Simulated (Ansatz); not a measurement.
**TePb from its elements: all-electron against pseudopotential results**

```yaml
crystal:
  lattice:
    - [3.90724, 0.00000, 0.00000]
    - [0.00000, 3.90724, 0.00000]
    - [0.00000, 0.00000, 3.90724]
  atoms:
    - { symbol: Te, position: [0.50000, 0.50000, 0.50000] }
    - { symbol: Pb, position: [0.00000, 0.00000, 0.00000] }
```

The cell comes from a relaxation on PAW files under the same functional, begun from a database entry that needn't be the ground state.

Computed with Ansatz 0.2.0; functional PBEsol, scalar-relativistic. Settings: a Γ-centred 10×10×10 k mesh, Fermi–Dirac smearing of 0.05 eV, no spin polarisation. Methods: LAPW: all electrons, basis error target 0.5 meV/atom; PAW: frozen-core files, cutoff 420 eV; crystal datasets: all electrons, by PAW datasets that the program makes for each cell.

The elements are taken as Pb fcc, Te trigonal Te, each relaxed on PAW files under the same functional and computed by the same method as the compound; zero-point and thermal terms are left out. The functional lacks long-range dispersion, which matters for the layered or molecular reference states.

Spin–orbit coupling is left out, which matters for the heavy atoms. The PAW files were made under PBE.

Task: Give the formation energy by each method, with the residual pressure at this cell and the LAPW gap.

Result: 

```json
{"method": "LAPW", "ΔE(formation) (eV/atom)": "-0.177", "P at this cell (GPa)": "0.03", "gap (eV)": "0.00"}
{"method": "PAW", "ΔE(formation) (eV/atom)": "-0.178", "P at this cell (GPa)": "0.03", "gap (eV)": "–"}
{"method": "crystal datasets", "ΔE(formation) (eV/atom)": "-0.177", "P at this cell (GPa)": "0.03", "gap (eV)": "–"}
```

Task: Give the LAPW value for one formula unit in kJ/mol.

Result: -0.177 eV/atom × 2 atoms × 96.485 kJ/(mol·eV) = -34.2 kJ/mol, at zero temperature and without zero-point motion.
